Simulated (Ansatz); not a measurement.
Sb: equation of state with r2SCAN

Crystal: Sb.

```xyz
1
Lattice="-1.8713 1.8713 1.8713 1.8713 -1.8713 1.8713 1.8713 1.8713 -1.8713" Properties=species:S:1:pos:R:3 pbc="T T T"
Sb    0.0000    0.0000    0.0000
```

This isn't the form of Sb at room conditions, which is rhombohedral.

* Program: Ansatz 0.2.0
* Task: equation of state
* Functional: r2SCAN
* Potentials or basis: Ansatz PAW
* Cutoff: 500 eV
* Density cutoff: 2000 eV
* k mesh: 10 × 10 × 10
* Occupations: fermi-dirac, width 0.05 eV
* Spin: no spin polarisation

* Equilibrium volume: 27.21 Å³/atom
* Bulk modulus: 61 GPa
* Pressure derivative of the bulk modulus: 4.1

Energy against volume, from the lowest point:
```tsv
volume (Å³/atom)	energy (meV/atom)
24.640	55.18
25.165	33.72
25.689	18.00
26.213	7.46
26.737	1.61
27.262	0.00
27.786	2.23
```

All runs of the series together: 5 s on 2 threads of Intel(R) Xeon(R) 6975P-C (Granite Rapids), on a shared host.

Caveat: the PAW data sets were made with another functional, which shifts forces and pressure a little. The run has no spin-orbit coupling, so splittings on Sb are missing.
